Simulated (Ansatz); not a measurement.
Crystal: MnO2.

```
Mn O
1.0
     2.90416    0.00000    0.00000
     0.00000    3.84481    0.00000
     0.00000    0.00000    6.16426
Mn O
2 4
Direct
  0.50000 0.50000 0.34330
  0.00000 0.00000 0.65670
  0.50000 0.00000 0.83757
  0.00000 0.50000 0.16243
  0.50000 0.00000 0.42180
  0.00000 0.50000 0.57820
```

Measurements of this composition are mostly on another form, of space group No. 136.

Base run:

| Property | Result |
| --- | --- |
| Program | Ansatz 0.2.0 |
| Functional | PBE |
| Potentials or basis | Ansatz PAW |
| Cutoff | 420 eV (not typed: the program's choice for these potentials) |
| k mesh | 8 × 6 × 4 |
| Occupations | fermi-dirac, width 0.05 eV |
| Spin | collinear spin, ferromagnetic start |
| Starting moments | [4.0, 4.0, 0.0, 0.0, 0.0, 0.0] μB |
| Fixed moment | 8 μB |

Its results: pressure 6.2 GPa; site moments Mn +2.75; O +0.43, +0.18 μB; largest force 0.820 eV/Å.

Task: The run is repeated on the same cell with these changes: fixed moment from 8 μB to 6 μB; moments at the start from [4.0, 4.0, 0.0, 0.0, 0.0, 0.0] to [3.0, 3.0, 0.0, 0.0, 0.0, 0.0]. What comes out?

Result: Pressure -7.2 GPa; site moments Mn +2.41; O +0.12, +0.00 μB; largest force 0.800 eV/Å.

Caveats: the total moment is fixed, so each spin has its own Fermi level; only a ferromagnetic start was run, and an antiferromagnetic order may lie lower in energy; the thresholds are loose for stress.
